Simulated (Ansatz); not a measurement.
Crystal: AlNi3.

```xyz
4
Lattice="3.5231 0.0000 0.0000 0.0000 3.5231 0.0000 0.0000 0.0000 3.5231" Properties=species:S:1:pos:R:3 pbc="T T T"
Ni    1.7615    1.7615    0.0000
Ni    1.7615    0.0000    1.7615
Ni    0.0000    1.7615    1.7615
Al    0.0000    0.0000    0.0000
```

The cell is a database's computed one.

Base run:

```yaml
Program: Ansatz 0.2.0
Functional: PBE
Potentials_or_basis: Ansatz PAW
Cutoff: "420 eV (not typed: the program's choice for these potentials)"
k_mesh: 8 × 8 × 8
Occupations: fermi-dirac, width 0.05 eV
Spin: no spin polarisation
```

Its results: band gap on the k mesh none (metal or under the smearing width); pressure 7.1 GPa.

Task: The run is repeated on the same cell with these changes: spin from no spin polarisation to collinear spin, ferrimagnetic start. What comes out?

Result: Band gap on the k mesh none (metal or under the smearing width); pressure 7.3 GPa; net moment 0.70 μB per cell; site moments Ni +0.26; Al -0.02 μB.

Caveats: the starting moments weren't kept (some runs).
